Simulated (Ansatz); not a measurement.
# NaF: the cost of one run

Computed with Ansatz 0.2.0 (DFT PBE, scalar-relativistic, plane waves, PAW, unless a step's input says otherwise).

1 further run of the same task is left out (set aside as unsound or not needed).

## (1) Starting point

Symmetry: Fdd2, No. 43, orthorhombic system. The conventional cell has a = 3.300 Å, b = 6.349 Å, c = 11.485 Å, α = 90.00°, β = 90.00°, γ = 90.00°. Na (site symmetry 2) is surrounded by 4 F at 2.24 to 2.25 Å. F (site symmetry 2) has 4 Na at 2.24 to 2.25 Å as nearest neighbours.

Structure file:

```xyz
4
Lattice="0.0000 3.1745 5.7424 1.6502 0.0000 5.7424 1.6502 3.1745 0.0000" Properties=species:S:1:pos:R:3 pbc="T T T"
Na    1.6502    3.1745    2.1075
Na    0.8251    1.5873    4.9787
F     1.6502    3.1745    9.3772
F     0.8251    1.5873    0.7637
```

The cell was relaxed beforehand at this level, from a generated guess; it is a trial structure. At a tolerance of 0.02 Å it has space group Fdd2 (No. 43); it has 15.04 Å³/atom, an uncorrected energy of -2.62 eV/atom over the elements.

## (2) Bands, states and charges

input.yaml reads:

```yaml
crystal:
  lattice:
    - [0.0, 3.1745417, 5.7423775]
    - [1.6501899, 0.0, 5.7423775]
    - [1.6501899, 3.1745417, 0.0]
  atoms:
    - { symbol: Na, position: [0.183505, 0.183505, 0.816495] }
    - { symbol: Na, position: [0.433505, 0.433505, 0.066495] }
    - { symbol: F, position: [0.816495, 0.816495, 0.183505] }
    - { symbol: F, position: [0.066495, 0.066495, 0.433505] }
basis:
  ecutwfc: 420
kpoints:
  mp_grid: { grid: [8, 8, 8] }
  band_path:
    path:
      - [[0.0, 0.0, 0.0], [-0.5, 0.0, -0.5], [-1.0, -0.5, -0.5], [-0.5, -0.5, 0.0], [0.0, 0.0, 0.0], [0.0, 0.33819863, 0.33819863]]
      - [[-1.0, -0.33819863, -0.33819863], [-1.0, -0.5, -0.5]]
      - [[-0.5, 0.0, -0.5], [-0.5, 0.20309227, -0.29690773]]
      - [[-0.5, -0.20309227, 0.29690773], [-0.5, -0.5, 0.0]]
    npoints: 14
hamiltonian:
  xc: pbe
scf:
  occupations: { method: gaussian, width: 0.02 }
  n_extra_bands: 10
output:
  forces: true
  stress: true
  eigenvalues: true
  populations: true
  dos: { projected: true, de: 0.02, nscf_kmesh: { grid: [12, 12, 12] } }
  bader: true
  write_density: true
  write_potential: true
  elf: true
  volumetric_format: npy
```

Run with:

```console
$ ansatz run input.yaml --threads 1 --pin off --max-ram 3072MiB --backend cpu --events-out ev --progress --plain --runs-dir out
```

**Question.** How long does this run take on 1 thread of Arm Neoverse V2, shared host, and how much memory does it need?

About 70 s, with a peak of 0.49 GiB.
